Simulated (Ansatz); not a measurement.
# Binding across the interface in twisted graphene bilayer, 27.80° (52 atoms), part 3 of 3

How much energy holds the two parts of twisted graphene bilayer, 27.80° (52 atoms) together, and how does it fall off with distance?

Ansatz 0.2.0; Kohn-Sham DFT, PBE+D4, PAW (set soft_2), plane waves.

So far. Step 3 (Relaxation): The relaxation converged after 2 steps, 0 eV below its start, with a largest force component of 0.016 eV/Å. Step 6 (The upper part alone): The whole (-13055.655 eV) less the lower (-6527.183 eV) and the upper part (-6527.183 eV) leaves -1.290 eV.

## (7) Upper part moved by +0.3 Å

Moving the upper part rigidly maps the well in which it sits.

File input.yaml:

```yaml
crystal:
  lattice:
    - [8.8697, 0.0, 0.0]
    - [-4.43485, 7.68139, 0.0]
    - [0.0, 0.0, 17.43]
  atoms:
    - { symbol: C, position: [0.12821, 0.17949, 0.40246] }
    - { symbol: C, position: [0.17949, 0.05128, 0.40246] }
    - { symbol: C, position: [0.20513, 0.48718, 0.40247] }
    - { symbol: C, position: [0.25641, 0.35897, 0.40249] }
    - { symbol: C, position: [0.28205, 0.79487, 0.40247] }
    - { symbol: C, position: [0.33333, 0.66667, 0.40244] }
    [... 40 atom lines left out ...]
    - { symbol: C, position: [0.20513, 0.71795, 0.61474] }
    - { symbol: C, position: [0.25641, 0.89744, 0.61472] }
    - { symbol: C, position: [0.97436, 0.41026, 0.61475] }
    - { symbol: C, position: [0.02564, 0.58974, 0.61475] }
    - { symbol: C, position: [0.89744, 0.64103, 0.61472] }
    - { symbol: C, position: [0.94872, 0.82051, 0.61475] }
kpoints:
  mp_grid: { grid: [3, 3, 1] }
hamiltonian:
  xc: pbe
  dispersion: d4
scf:
  occupations: { method: fermi_dirac, width: 0.025 }
output:
  forces: true
  eigenvalues: true
```

Launch:

```
$ ansatz run input.yaml --threads 4 --pin off --max-ram 8192MiB --backend cpu --events-out ev --progress --plain --runs-dir out
```

Numbers of over 12 decimals in the logs are rounded to 6 here.

The program printed:

```text
[...]
Crystal: 52 atoms, lattice volume = 1187.534 Å³
Basis set: ecut = 420 eV, 23225 PW (Γ), exchange–correlation on 120×120×240 points (8 copies of the dense FFT grid, shifted against one another)
Bands: 156, of which v1, the nominal top of the filled ones, is band 104 counted from 1 (103 counted from 0)
Symmetry: 12 space group operations
[...]
k-points: 3 of 9
[...]
SCF iter   1: F=—  HF=-13055.538637 eV  |F-HF|=—  |Δ(HF+E_count)|=         —  Δρ=2.42e-3  dr2=7.42e-2  ethr=1.77e-3  ⟨swp⟩=12.0  Hψ=3128  notcnv=0  defer=90
[...]
SCF iter   7: F=-13055.529186 eV  HF=-13055.529186 eV  |F-HF|=2.75e-8  |Δ(HF+E_count)|=   1.03e-6  Δρ=5.74e-7  dr2=9.49e-9  ethr=4.81e-11  ⟨swp⟩=36.3  Hψ=4170  notcnv=0
SCF 1 converged in 7 iterations: F = -13055.529186 eV  dr2 = 9.49e-9
[...]
SCF converged after 7 iterations
Free energy (F): -13055.529186 eV
[...]
Internal energy: -13055.498379 eV  (E = F + TS)
E sigma→0 (E₀):  -13055.513783 eV
Entropy (-TS):   -0.030807 eV (-0.592 meV/atom)
Fermi energy:    0.104348 eV
[...]
--- Forces (eV/Å), atoms counted from 1 ---
  atom   1  C      0.00047760     0.00115312     0.02805933
  atom   2  C      0.00123743     0.00016295     0.02805933
  atom   3  C     -0.00551877     0.00194035     0.02524263
  atom   4  C     -0.00075417    -0.00289093     0.02538222
  atom   5  C      0.00443978     0.00380922     0.02524263
  atom   6  C      0.00000000    -0.00000000     0.03053750
  atom   7  C     -0.00288070    -0.00079234     0.02538222
  atom   8  C     -0.00205212    -0.00584429     0.02936215
  atom   9  C      0.00403525    -0.00469934     0.02936215
  atom  10  C     -0.00107899     0.00574957     0.02524263
  atom  11  C      0.00107899    -0.00574957     0.02524263
  atom  12  C     -0.00403525     0.00469934     0.02936215
  atom  13  C      0.00205212     0.00584429     0.02936215
  atom  14  C      0.00288070     0.00079234     0.02538222
[...]
atom  51  C     -0.00075417     0.00289093    -0.02538222
  atom  52  C      0.00047760    -0.00115312    -0.02805933
  max |Σ_I F_I| component: 2.29e-16 eV/Å
--- Band table (eV) ---
[...]
```

Elapsed: 16 s, on 4 threads of Arm Neoverse V2, shared host; peak memory 2.4 GiB.

Upper part moved by +0.3 Å: the energy stands 0.125 eV above that of the reference.

## (8) Upper part moved by -0.3 Å

Another point of the curve.

Input and log are left out; they have the form of those shown for this kind of step.

Elapsed: 16 s, on 4 threads of Arm Neoverse V2, shared host; peak memory 2.4 GiB.

Upper part moved by -0.3 Å: the energy stands 0.328 eV above that of the reference.

## (9) Upper part moved by +0.8 Å

Another point of the curve.

Input and log are left out; they have the form of those shown for this kind of step.

The job ended after 16 s (4 threads of Arm Neoverse V2, shared host; peak memory 2.4 GiB; 62 s of CPU time).

Upper part moved by +0.8 Å: the energy stands 0.520 eV above that of the reference.

## (10) Upper part moved by +1.6 Å

Another point of the curve.

Input and log are left out; they have the form of those shown for this kind of step.

Wall time 15 s (4 threads of Arm Neoverse V2, shared host); peak memory 2.4 GiB; 61 s of CPU time.

Upper part moved by +1.6 Å: the energy stands 0.958 eV above that of the reference.

## (11) Interaction energy

Whole cell less its two parts, each frozen at the geometry of the whole and solved in the same cell with the same functional, so that energy zeros cancel. The upper part is 'layer 2' and the lower part 'layer 1'. The nearest atoms of the two parts stand 3.40 Å apart. The face is 68.13 Å².

```
functional  interaction energy (eV)  of it, the added dispersion term (eV)  per area (meV/Å²)  per area (J/m²)  per atom of the upper part (meV)
    PBE+D4                   -1.290                                 -1.658              -18.9            -0.30                             -49.6
```

## (12) Energy against separation

The upper part is moved rigidly along the normal from its place in the reference.

```
shift (Å)  energy change (eV)  per area (meV/Å²)  share of the binding lost (%)
     -0.3               0.328               4.81                              -
     +0.0               0.000               0.00                              -
     +0.3               0.125               1.84                             10
     +0.8               0.520               7.63                             40
     +1.6               0.958              14.06                             74
```

## (13) Levels of whole and parts

```
      cell  level spacing (eV)  vacuum level at the upper face, over the highest filled level, or over E_F where no gap is given (eV)  moment (μB)
     whole                   -                                                                                                   4.28      no spin
lower part                   -                                                                                                   4.22      no spin
upper part                   -                                                                                                   4.22      no spin
```

A dash marks a cell without a clear gap, or without a flat potential in the vacuum.

## (14) Findings

The parts bind with 18.9 meV/Å² (1.29 eV for the cell) at the level PBE+D4, the size of van der Waals binding between sheets. The added dispersion term contributes -1.658 eV, the functional itself 0.368 eV. The curvature over ±0.3 Å is 1.2×10²⁰ N/m³, and the energy rises faster on the near side. At +1.6 Å, 74 % of the binding is lost; the shift also narrows the vacuum to the periodic image.

**Limits.** The parts are frozen, so the energy of their deformation isn't counted. No correction is made for dipoles across the vacuum, and the parts also feel their periodic images through it.

The DFT runs together took 2.3 min of wall time.

[Logs are printed without paths, hosts, clocks, repeated set-up lines and the standing remarks that a program may print on its own settings, such as how far it seeks lower states.]

[Hosts, paths, dates, database ids (printed as entryN), source tags and the programs' standing remarks are cut or masked in the printed files.]
